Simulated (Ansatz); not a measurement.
A plane-wave DFT run in Ansatz 0.2.0 (scalar-relativistic PAW potentials unless the input names others): input and command.

```yaml
crystal:
  lattice:
    - [0.0, 2.5339333257, 2.5339333257]
    - [2.5339333257, 0.0, 2.5339333257]
    - [2.5339333257, 2.5339333257, 0.0]
  atoms:
    - { symbol: Mg, position: [0.0, 0.0, 0.0] }
    - { symbol: S, position: [0.5, 0.5, 0.5] }
basis:
  ecutwfc: 420
kpoints:
  mp_grid: { grid: [8, 8, 8], shift: [0.5, 0.5, 0.5] }
hamiltonian:
  xc: pbe
scf:
  occupations: { method: gaussian, width: 0.02 }
output:
  forces: true
  eigenvalues: true
  stress: true
```

```bash
ansatz run input.yaml --threads 1 --pin off --max-ram 2560MiB --backend cpu --events-out ev --progress --plain --runs-dir out
```

Abridged log:
```
Warning: crystal.symmetry: narrowed to the stabiliser of the k-point mesh — unitary ops 48 → 12; excluded 36 operations that carry a point of the 8×8×8 mesh (shift [0.5, 0.5, 0.5]) off the mesh (the run samples exactly the mesh kpoints.mp_grid names, as under crystal.symmetry.detect: false, and its converged state has the mesh's symmetry, not the crystal's; ε∞, the Born charges and the force constants of a linear response (`dielectric:` by the response, `phonons.method: dfpt`) are averaged over those of the crystal's operations that the state keeps within a tolerance, where `mesh_tensors`, `un ...
Basis set: ecut = 420 eV, 609 PW (Γ), exchange–correlation on 48×48×48 points (8 copies of the dense FFT grid, shifted against one another)
Bands: 12, of which v1, the nominal top of the filled ones, is band 8 counted from 1 (7 counted from 0)
Symmetry: 12 space group operations
k-points: 60 of 512
SCF iter   1: F=—  HF=-2828.670983 eV  |F-HF|=—  |Δ(HF+E_count)|=         —  Δρ=5.66e-4  dr2=5.83e-5  ethr=1.77e-3  ⟨swp⟩=7.0  Hψ=4559  notcnv=0
SCF iter   2: F=—  HF=-2828.670534 eV  |F-HF|=—  |Δ(HF+E_count)|=   4.49e-4  Δρ=4.84e-4  dr2=9.78e-5  ethr=3.64e-7  ⟨swp⟩=2.9  Hψ=1877  notcnv=0
SCF iter   3: F=—  HF=-2828.670521 eV  |F-HF|=—  |Δ(HF+E_count)|=   1.37e-5  Δρ=2.02e-4  dr2=8.89e-6  ethr=3.64e-7  ⟨swp⟩=2.0  Hψ=937  notcnv=0
SCF iter   4: F=—  HF=-2828.670547 eV  |F-HF|=—  |Δ(HF+E_count)|=   2.60e-5  Δρ=9.52e-5  dr2=3.61e-6  ethr=5.56e-8  ⟨swp⟩=2.0  Hψ=964  notcnv=0
SCF iter   5: F=—  HF=-2828.670546 eV  |F-HF|=—  |Δ(HF+E_count)|=   8.46e-7  Δρ=4.56e-5  dr2=9.29e-7  ethr=2.25e-8  ⟨swp⟩=1.9  Hψ=922  notcnv=0
SCF iter   6: F=-2828.670545 eV  HF=-2828.670545 eV  |F-HF|=2.92e-8  |Δ(HF+E_count)|=   3.45e-7  Δρ=9.72e-6  dr2=3.60e-8  ethr=6.25e-10  ⟨swp⟩=3.4  Hψ=2613  notcnv=0
SCF 1 converged in 6 iterations: F = -2828.670545 eV  dr2 = 3.60e-8
SCF converged after 6 iterations
Free energy (F): -2828.670545 eV
Harris-Foulkes:  -2828.670545 eV  (|F-HF|=2.92e-8)
Internal energy: -2828.670545 eV  (E = F + TS)
E sigma→0 (E₀):  -2828.670545 eV
Fermi energy:    8.894817 eV
--- Forces (eV/Å), atoms counted from 1 ---
  atom   1  Mg     0.00000000     0.00000000     0.00000000
  atom   2  S      0.00000000     0.00000000     0.00000000
--- Stress (GPa, compression-positive) ---
        8.455398      -0.003978      -0.003978
       -0.003978       8.455398      -0.003978
       -0.003978      -0.003978       8.455398
  P = ⅓ Tr σ = 8.4554 GPa (84.554 kbar)
```

Apart from outputs and empty bands, the input differs from a reference run on usual settings in kpoints.mp_grid.shift: not typed → [0.5, 0.5, 0.5]. The reference, at the same geometry (not necessarily relaxed), gave pressure 8.46 GPa, largest force 0.000 eV/Å, gap on the mesh 2.95 eV. This run converged in 6 SCF iterations (reference: 6) with an energy at zero smearing 0.13 meV/atom below the reference's, pressure 8.46 GPa, largest force 0.000 eV/Å, gap on the mesh 3.16 eV.

The run took 1.5 s on 1 thread of Arm Neoverse V1 (shared host), peak memory 0.28 GiB.